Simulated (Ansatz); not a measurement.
# TiMoSe3: the cost of one run

Program: Ansatz 0.2.0. Level of theory: DFT PBE, scalar-relativistic, plane waves, PAW. These are calculated values, not measurements.

## 1. Starting point

Symmetry: P4mm, No. 99, tetragonal system. Conventional cell: a = 4.659 Å, b = 4.659 Å, c = 4.660 Å, α = 90.00°, β = 90.00°, γ = 90.00°. Ti (site symmetry 4mm) is surrounded by 6 Se at 2.33 Å. Mo (site symmetry 4mm) is surrounded by 12 Se at 3.29 to 3.30 Å. Se (site symmetry 2mm) has 2 Ti at 2.33 Å and 4 Mo at 3.29 to 3.30 Å as nearest neighbours. Around Se (site symmetry 4mm) lie 2 Ti at 2.33 Å and 4 Mo at 3.29 Å.

Coordinates:

```cif
data_structure
_symmetry_space_group_name_H-M 'P 1'
_symmetry_Int_Tables_number 1
_cell_length_a 4.6593
_cell_length_b 4.6593
_cell_length_c 4.6602
_cell_angle_alpha 90.000
_cell_angle_beta 90.000
_cell_angle_gamma 90.000
_cell_volume 101.17
loop_
_atom_site_label
_atom_site_type_symbol
_atom_site_fract_x
_atom_site_fract_y
_atom_site_fract_z
_atom_site_occupancy
Ti1 Ti 0.00000 0.00000 0.49788 1
Mo1 Mo 0.50000 0.50000 0.99642 1
Se1 Se 0.00000 0.50000 0.49889 1
Se2 Se 0.50000 0.00000 0.49889 1
Se3 Se 0.00000 0.00000 0.99794 1
```

The cell is invented: species swapped into a database cell of BaHfO3 (P4mm, No. 99), with Mo on the Ba sites, Ti on the Hf sites and Se on the O sites. Lengths come from tabulated atomic sizes and are only a guess.

## 2. A first look at the guess

input.yaml

```yaml
crystal:
  lattice:
    - [4.65927815, 0.0, 0.0]
    - [0.0, 4.65927815, 0.0]
    - [0.0, 0.0, 4.66018345]
  atoms:
    - { symbol: Ti, position: [0.0, 0.0, 0.49787533], spin: 1.0 }
    - { symbol: Mo, position: [0.5, 0.5, 0.99642497], spin: 1.0 }
    - { symbol: Se, position: [0.0, 0.5, 0.49889013] }
    - { symbol: Se, position: [0.5, 0.0, 0.49889013] }
    - { symbol: Se, position: [0.0, 0.0, 0.9979412] }
basis:
  ecutwfc: 420
kpoints:
  mp_grid: { grid: [4, 4, 4] }
hamiltonian:
  xc: pbe
scf:
  occupations: { method: gaussian, width: 0.1 }
  lower_state_search: "off"
output:
  forces: true
  stress: true
  eigenvalues: true
  populations: true
magnetization:
  spin_polarized: true
```

Started as:

```console
ansatz run input.yaml --threads 1 --pin off --max-ram 2560MiB --backend cpu --events-out ev --progress --plain --runs-dir out
```

What time and memory should one allow on 1 thread of AMD EPYC 9R45 (Zen 5), shared host?

About 11 s, with a peak of 0.46 GiB.
